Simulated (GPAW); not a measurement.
CdTe:

```xyz
2
Lattice="0.0000 3.2050 3.2050 3.2050 0.0000 3.2050 3.2050 3.2050 0.0000" Properties=species:S:1:pos:R:3 pbc="T T T"
Te    4.8075    4.8075    4.8075
Cd    0.0000    0.0000    0.0000
```

Base run:

```yaml
Program: GPAW 26.7.0
Functional: AM05
Potentials_or_basis: PAW data sets generated in the run's folder for this functional
Cutoff: 450 eV
Basis: pw
k_mesh: 6 × 6 × 6
Occupations: fermi-dirac, width 0.001 eV
Spin: no spin polarisation
```

Its results: band gap on the k mesh 0.84 eV, direct; electronic dielectric tensor (diagonal) 7.91.

Problem. The run is repeated on the same cell with these changes: functional from AM05 to RPBE; potentials or basis from PAW data sets generated in the run's folder for this functional to the program's PAW data sets (release 1.2.1) made for this functional. What comes out?

Solution. Band gap on the k mesh 1.02 eV, direct; electronic dielectric tensor (diagonal) 7.38.

Caveats: the long-wavelength limit can be off by several per cent where d states take part; spin-orbit coupling is left out, which moves the levels of the heavy elements.

A k mesh can miss the band edges.

Not every run made on this cell is shown here.
